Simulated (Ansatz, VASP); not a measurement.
**Two plane-wave programs on CsBr2**

The input INCAR:

```
  PREC = Accurate
  ENCUT = 600
  EDIFF = 1E-7
  ISMEAR = 0
  SIGMA = 0.1
  LREAL = False
  LASPH = True
  NELM = 80
  ALGO = Normal
  ISIF = 3
  LWAVE = False
  LCHARG = False
  GGA = PE
  IBRION = 2
  NSW = 90
  EDIFFG = -0.04
```

KPOINTS

```
Automatic mesh
0
Gamma
  4 4 4
```

File POSCAR:

```
CsBr2
1.0
    0.0000000000      3.7151331401      3.7151331401
    3.7151331401      0.0000000000      3.7151331401
    3.7151331401      3.7151331401      0.0000000000
Cs Br
1 2
Direct
    0.0000000000      0.0000000000      0.0000000000
    0.2500000000      0.2500000000      0.2500000000
    0.7500000000      0.7500000000      0.7500000000
```

Input for Ansatz:

```yaml
crystal:
  lattice:
    - [0.0, 3.7151331401, 3.7151331401]
    - [3.7151331401, 0.0, 3.7151331401]
    - [3.7151331401, 3.7151331401, 0.0]
  atoms:
    - { symbol: Cs, position: [0.0, 0.0, 0.0] }
    - { symbol: Br, position: [0.25, 0.25, 0.25] }
    - { symbol: Br, position: [0.75, 0.75, 0.75] }
basis:
  ecutwfc: 420
kpoints:
  mp_grid: { grid: [4, 4, 4] }
hamiltonian:
  xc: pbe
scf:
  occupations: { method: gaussian, width: 0.1 }
  lower_state_search: "off"
output:
  forces: true
  stress: true
  eigenvalues: true
relax:
  adjacent_minimum: "off"
  f_tol: 0.04
  max_steps: 70
  cell: { stress_tol: 0.4 }
```

Alike in both runs: task relaxation of cell and atoms; functional PBE; k mesh 4 × 4 × 4; occupations gaussian, width 0.1 eV; no spin polarisation.

|  | VASP | Ansatz |
| --- | --- | --- |
| version | VASP 6.6.1 | Ansatz 0.2.0 |
| potentials or method | VASP PAW PBE potentials, release 64 (Cs_sv, Br) | scalar-relativistic, plane waves, PAW |
| plane-wave cutoff (eV) | 600 | 420 |
| valence electrons in the cell | 23 | 23 |

|  | VASP | Ansatz | Ansatz less VASP |
| --- | --- | --- | --- |
| gap on the k mesh at the Fermi level, each at its own relaxed structure (eV) | none | none | - |
| relaxed volume (Å³/atom) | 51.90 | 50.72 | -1.178 |
| relaxed cell length with the largest relative difference (Å) | 6.039 | 5.993 | -0.0460 |
| energy change over the relaxation (meV/atom) | -290 | -284 | +6.1 |

A gap of «none» marks a metal or a gap that the smearing closes.

Caveats: the k mesh is coarse (spacing up to 0.37 Å⁻¹), so the values aren't converged; the volume moved by over 15 % at a fixed basis, so the end points are rough (VASP); an odd number of electrons without spin polarisation forces a metal; a magnetic or distorted state may lie lower. Spin-orbit coupling is left out, which matters for the levels of Cs.
